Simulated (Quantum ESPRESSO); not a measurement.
# InPd: equation of state with LDA

InPd:

```
CELL_PARAMETERS angstrom
3.27188 0.00000 0.00000
0.00000 3.27188 0.00000
0.00000 0.00000 3.27188
ATOMIC_POSITIONS crystal
In 0.00000 0.00000 0.00000
Pd 0.50000 0.50000 0.50000
```

The cell comes from a database or a generator and needn't be the stable form of this composition.

* Program: Quantum ESPRESSO 7.5
* Task: equation of state
* Functional: LDA
* Potentials or basis: GBRV 1.5 LDA
* Cutoff: 762 eV
* Density cutoff: 6095 eV
* k mesh: 8 × 8 × 8
* Occupations: fermi-dirac, width 0.05 eV
* Spin: no spin polarisation
* Form of the LDA correlation: PZ81
* Mixing beta: 0.5
* Most SCF iterations: 120
* SCF threshold: 4e-10 Ry

* Equilibrium volume: 16.59 Å³/atom
* Bulk modulus: 157 GPa
* Pressure derivative of the bulk modulus: 6.0 (rough: it moves with the points fitted)

Energy against volume, from the lowest point:
| volume (Å³/atom) | energy (meV/atom) |
| --- | --- |
| 16.462 | 0.00 |
| 16.813 | 0.96 |
| 17.163 | 8.44 |
| 17.513 | 21.55 |
| 17.863 | 39.67 |
| 18.214 | 61.99 |
| 18.564 | 87.74 |

All runs of the series together: 65 s on 2 threads of Intel(R) Xeon(R) 6975P-C (Granite Rapids), with other jobs on the host.
